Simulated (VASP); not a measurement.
Here is a VASP 6.6.1 calculation.

File INCAR:

```
PREC = Accurate
ENCUT = 520
EDIFF = 1E-6
ISMEAR = 0
SIGMA = 0.02
LREAL = F
LASPH = T
NELM = 60
ALGO = Normal
ISIF = 2
LWAVE = F
LCHARG = F
GGA = PE
NBANDS = 19
```

File KPOINTS:

```
Automatic mesh
0
Gamma
  8 8 8
```

Contents of POSCAR:

```
CaF2
1.0
    0.0000000000      2.6989686047      2.6989686047
    2.6989686047      0.0000000000      2.6989686047
    2.6989686047      2.6989686047      0.0000000000
Ca F
1 2
Direct
    0.0000000000      0.0000000000      0.0000000000
    0.2500000000      0.2500000000      0.2500000000
    0.7500000000      0.7500000000      0.7500000000
```

Potentials or basis: VASP PAW PBE potentials, release 64 (Ca_sv, F).

Command:

```console
$ cat potpaw_PBE.64/Ca_sv/POTCAR potpaw_PBE.64/F/POTCAR > POTCAR
$ mpirun -np 1 vasp_std > vasp.out
```

**Question.** What does it give for the pressure?

**Answer.** 6.0 GPa.

**Question.** Estimate the band gap on the k mesh.

**Answer.** 7.49 eV, indirect (least direct gap 7.75 eV).

A k mesh can miss the band edges. PBE gaps usually lie below the measured ones, often by a third to a half.
